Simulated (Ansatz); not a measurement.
# NiSb under pressure

Computed with DFT PBEsol, scalar-relativistic, plane waves, PAW (Ansatz). Run with 420 eV cutoff, 12×12×8 k-mesh, Gaussian smearing of 0.10 eV, no spin polarisation.

Reference structure (relaxed):

```
CELL_PARAMETERS angstrom
3.91594 0.00000 0.00000
-1.95797 3.39130 0.00000
0.00000 0.00000 5.07030
ATOMIC_POSITIONS crystal
Ni 0.00000 0.00000 0.00000
Ni 0.00000 0.00000 0.50000
Sb 0.33333 0.66667 0.25000
Sb 0.66667 0.33333 0.75000
```

Cell and atoms are relaxed at each pressure within the symmetry of the start, at zero temperature, so transitions that lower the symmetry aren't seen. The k-mesh given is that at zero pressure and may differ at others. a, b and c are the lengths of the cell vectors above.

```csv
P (GPa),V (Å³/atom),V/V0,a (Å),b (Å),c (Å)
-2,17.10,1.016,3.937,3.937,5.097
0,16.83,1.000,3.916,3.916,5.070
2,16.59,0.985,3.897,3.897,5.045
5,16.26,0.966,3.871,3.871,5.011
10,15.78,0.937,3.832,3.832,4.962
20,15.00,0.891,3.768,3.768,4.879
40,13.89,0.825,3.678,3.678,4.743
```

Q: What bulk modulus and pressure derivative fit these points?

A: A third-order Birch–Murnaghan fit gives B0 = 131 GPa and B0' = 4.8.

Q: Which cell vector or vectors give way most up to 40 GPa?

A: c: the changes are a -6.1 %, b -6.1 %, c -6.5 %.